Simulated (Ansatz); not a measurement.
Crystal: CdS (Hawleyite).

```
Cd S
1.0
     0.00000    2.91650    2.91650
     2.91650    0.00000    2.91650
     2.91650    2.91650    0.00000
Cd S
1 1
Direct
  0.00000 0.00000 0.00000
  0.75000 0.75000 0.75000
```

```yaml
Program: Ansatz 0.2.0
Task: relaxation of cell and atoms
Functional: RPBE
Potentials_or_basis: all-electron LAPW, scalar-relativistic
Basis_error_allowed: 0.001 eV/atom
k_mesh: 8 × 8 × 8
Occupations: fermi-dirac, width 0.05 eV
Spin: no spin polarisation
```

At the start: volume 24.81 Å³/atom.

**Question.** How do energy, volume and symmetry change on relaxing?

**Answer.** Over 5 steps the energy falls by 34.0 meV/atom and the volume is 27.12 Å³/atom (+9.3 %); space group F-43m (No. 216, to 0.05 Å).

The path:
```
step  energy change (eV)  largest force (eV/Å)  volume (Å³)
   1              0.0000                0.0000        49.62
   2             -0.0675                0.0000        53.80
   3             -0.0680                0.0000        54.17
   4             -0.0681                0.0000        54.23
   5             -0.0681                0.0000        54.23
```

Final structure:
```cif
data_structure
_symmetry_space_group_name_H-M 'P 1'
_symmetry_Int_Tables_number 1
_cell_length_a 4.2487
_cell_length_b 4.2487
_cell_length_c 4.2487
_cell_angle_alpha 60.000
_cell_angle_beta 60.000
_cell_angle_gamma 60.000
_cell_volume 54.23
loop_
_atom_site_label
_atom_site_type_symbol
_atom_site_fract_x
_atom_site_fract_y
_atom_site_fract_z
_atom_site_occupancy
Cd1 Cd 0.00000 0.00000 0.00000 1
S1 S 0.75000 0.75000 0.75000 1
```
